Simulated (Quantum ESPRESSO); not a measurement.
A calculation with Quantum ESPRESSO 7.5 of CoO (native input, structure typed inline):

pw.in

```
&CONTROL
  calculation = 'scf'
  prefix = 'pwscf'
  outdir = './tmp'
  pseudo_dir = './pseudo'
  tprnfor = .true.
  tstress = .true.
  disk_io = 'low'
/
&SYSTEM
  ibrav = 0
  nat = 2
  ntyp = 2
  ecutwfc = 56
  ecutrho = 448
  nbnd = 21
  occupations = 'smearing'
  smearing = 'fd'
  degauss = 0.00367493
  nspin = 2
  starting_magnetization(1) = 0.1176
  starting_magnetization(2) = 0
/
&ELECTRONS
  conv_thr = 4d-10
  electron_maxstep = 120
  mixing_beta = 0.3
/
ATOMIC_SPECIES
Co    58.9332 co_pbesol_v1.2.uspp.F.UPF
O     15.9990 o_pbesol_v1.2.uspp.F.UPF
CELL_PARAMETERS angstrom
   0.0000000000    2.1315000000    2.1315000000
   2.1315000000    0.0000000000    2.1315000000
   2.1315000000    2.1315000000    0.0000000000
ATOMIC_POSITIONS crystal
Co     0.0000000000    0.0000000000    0.0000000000
O      0.5000000000    0.5000000000    0.5000000000
K_POINTS automatic
11 11 11 0 0 0
```

pp_density.in

```
&INPUTPP
  prefix = 'pwscf'
  outdir = './tmp'
  filplot = 'density.dat'
  plot_num = 0
/
&PLOT
  nfile = 1
  filepp(1) = 'density.dat'
  iflag = 3
  output_format = 6
  fileout = 'density.cube'
/
```

File pp_potential.in:

```
&INPUTPP
  prefix = 'pwscf'
  outdir = './tmp'
  filplot = 'potential.dat'
  plot_num = 11
/
&PLOT
  nfile = 1
  filepp(1) = 'potential.dat'
  iflag = 3
  output_format = 6
  fileout = 'potential.cube'
/
```

pp_spin.in

```
&INPUTPP
  prefix = 'pwscf'
  outdir = './tmp'
  filplot = 'spin.dat'
  plot_num = 6
/
&PLOT
  nfile = 1
  filepp(1) = 'spin.dat'
  iflag = 3
  output_format = 6
  fileout = 'spin.cube'
/
```

Potentials or basis: GBRV 1.5 PBEsol.

Run with:

```bash
$ OMP_NUM_THREADS=1 mpirun -n 2 pw.x -nk 2 -in pw.in > pw.out
$ OMP_NUM_THREADS=1 mpirun -n 1 pp.x -in pp_density.in > pp_density.out
$ OMP_NUM_THREADS=1 mpirun -n 1 pp.x -in pp_potential.in > pp_potential.out
$ OMP_NUM_THREADS=1 mpirun -n 1 pp.x -in pp_spin.in > pp_spin.out
```

**Question.** Write the same calculation in another form: ASE script, structure from a POSCAR.

**Answer.** As run:

run.py

```python
import numpy as np
from ase.calculators.espresso import Espresso, EspressoProfile
from ase.io import read

atoms = read('POSCAR')
atoms.set_initial_magnetic_moments([2.0, 0.0])

input_data = {
    'control': {'calculation': 'scf', 'prefix': 'pwscf', 'outdir': './tmp', 'tprnfor': True, 'tstress': True, 'disk_io': 'nowf'},
    'system': {'ecutwfc': 56.0, 'ecutrho': 448.0, 'nbnd': 21, 'occupations': 'smearing', 'smearing': 'fd', 'degauss': 0.00367493, 'nspin': 2},
    'electrons': {'conv_thr': 4e-10, 'electron_maxstep': 120, 'mixing_beta': 0.3},
}
pseudopotentials = {'Co': 'co_pbesol_v1.2.uspp.F.UPF', 'O': 'o_pbesol_v1.2.uspp.F.UPF'}
profile = EspressoProfile(command='mpirun -n 2 pw.x -nk 2', pseudo_dir='pseudo')
dft = Espresso(profile=profile, input_data=input_data, pseudopotentials=pseudopotentials, kpts=(11, 11, 11), koffset=(0, 0, 0))
atoms.calc = dft

print(f'energy {atoms.get_potential_energy():.8f} eV')
print('forces (eV/A)')
print(np.round(atoms.get_forces(), 6))
print('stress (eV/A^3, Voigt)')
print(np.round(atoms.get_stress(), 8))
print(f'Fermi level {dft.get_fermi_level():.4f} eV')
```

POSCAR

```
CoO
1.0
    0.0000000000      2.1315000000      2.1315000000
    2.1315000000      0.0000000000      2.1315000000
    2.1315000000      2.1315000000      0.0000000000
Co O
1 1
Direct
    0.0000000000      0.0000000000      0.0000000000
    0.5000000000      0.5000000000      0.5000000000
```

Potentials or basis: GBRV 1.5 PBEsol.

The run is started by

```console
$ OMP_NUM_THREADS=1 python run.py
```

Both were run:

|  | native input, structure typed inline | ASE script, structure from a POSCAR |
| --- | --- | --- |
| Pressure | -10.7 GPa | -10.7 GPa |
| Band gap on the k mesh | none (metal or under the smearing width) | none (metal or under the smearing width) |
| Net moment | 2.99 μB per cell | 2.99 μB per cell |
| Absolute moment | 3.02 μB per cell | 3.02 μB per cell |
| Site moments | Co +2.54; O +0.35 μB | Co +2.54; O +0.35 μB |
| Valence electrons inside the program's atomic spheres | Co 14.61; O 5.74 | Co 14.61; O 5.74 |

Keys that steer only the numerical path or the files written may differ.

Caveat: a cell with one magnetic atom can't hold antiferromagnetic order, which such compounds often take; semilocal functionals often make such compounds metallic where correlation or magnetic order opens a gap, which also shifts bond lengths.
